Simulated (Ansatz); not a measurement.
The parent structure is Sb$_{2}$Te$_{3}$ in the Bi2Te3 type structure (space group R-3m, No. 166; a = 4.276 Å, c = 29.825 Å (hexagonal axes)). Axes: x lies along a and z along c of the hexagonal cell.

The values are results of PBE-D3(BJ) (Ansatz, an electronic-structure program), no spin-orbit coupling, not measurements.

It is then changed as follows: uniaxial strain ε_zz = −0.84 %, all other strain components held at zero; the atoms relax in the strained cell.

### Question
Predict the stress tensor and what it implies for the stiffness.

### Answer
Stress of the strained cell less that of the base (GPa, compression positive):
```
   0.25    0.00    0.00
   0.00    0.25    0.00
   0.00    0.00    0.47
```

Then −Δσ_ii/ε with ε = -0.0084 gives relaxed-ion elastic constants: C33 ≈ 56 GPa, C13 ≈ 30 GPa and C23 ≈ 30 GPa.

No phonon test of stability was made.
